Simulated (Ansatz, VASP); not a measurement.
Given: the input of a run of Ansatz 0.2.0 on Cu.

File input.yaml:

```yaml
crystal:
  lattice:
    - [0.0, 1.7341952517, 1.7341952517]
    - [1.7341952517, 0.0, 1.7341952517]
    - [1.7341952517, 1.7341952517, 0.0]
  atoms:
    - { symbol: Cu, position: [0.0, 0.0, 0.0] }
hamiltonian:
  xc: pbe
  pseudopotentials: { kind: paw, level: accurate }
  dispersion: d4
kpoints:
  mp_grid: { grid: [13, 13, 13] }
scf:
  occupations: { method: methfessel_paxton, width: 0.05 }
output:
  forces: true
  stress: true
  eigenvalues: true
```

Potentials or basis: Ansatz PAW earlier set.

Launch:

```sh
$ ansatz run input.yaml --threads 1 --pin off --max-ram 2560MiB --backend cpu --events-out ev --progress --plain --runs-dir out
```

**Question.** Set up the same calculation for VASP 6.6.1. Potentials there: VASP PAW PBE potentials, release 64 (Cu).

**Answer.** As run (the cutoff follows the program's own potentials):

INCAR

```
SYSTEM = Cu
PREC     = Accurate       ! precision mode
ENCUT    = 520            ! plane-wave cutoff, eV
EDIFF    = 1E-7           ! SCF threshold, eV
ISMEAR   = 1              ! smearing method
SIGMA    = 0.05           ! smearing width, eV
LREAL    = .FALSE.        ! projectors in reciprocal space
LASPH    = .TRUE.         ! aspherical terms in the spheres
NELM     = 80             ! most SCF steps
ALGO     = Fast           ! electronic algorithm
ISIF     = 2              ! what is computed and relaxed
LWAVE    = .FALSE.        ! write WAVECAR
LCHARG   = .FALSE.        ! write CHGCAR
GGA      = PE             ! functional
IVDW     = 13             ! dispersion correction
NBANDS   = 12             ! bands
```

Contents of KPOINTS:

```
regular mesh
0
G
  13 13 13
  0 0 0
```

POSCAR

```
Cu
1.0
    0.0000000000      1.7341952517      1.7341952517
    1.7341952517      0.0000000000      1.7341952517
    1.7341952517      1.7341952517      0.0000000000
Cu
1
Direct
    0.0000000000      0.0000000000      0.0000000000
```

Potentials or basis: VASP PAW PBE potentials, release 64 (Cu).

Command:

```bash
$ cat potpaw_PBE.64/Cu/POTCAR > POTCAR
$ mpirun -np 1 vasp_std > vasp.out
```

Both were run:

|  | VASP | Ansatz | Ansatz less VASP |
| --- | --- | --- | --- |
| gap on the k mesh at the Fermi level (eV) | none | none | - |
| pressure (GPa) | 18.8 | 18.3 | -0.51 |
| dispersion energy (meV/atom) | -628.2 | -628.2 | +0.04 |

A gap of «none» marks a metal or a gap that the smearing closes. The two sets of potentials don't hold the same shells in valence.

Caveats: pairwise dispersion overbinds metals, which lowers pressure and volume; so large a pressure means that the cell lies far from this level's equilibrium, or that cutoff or potentials fall short (VASP).
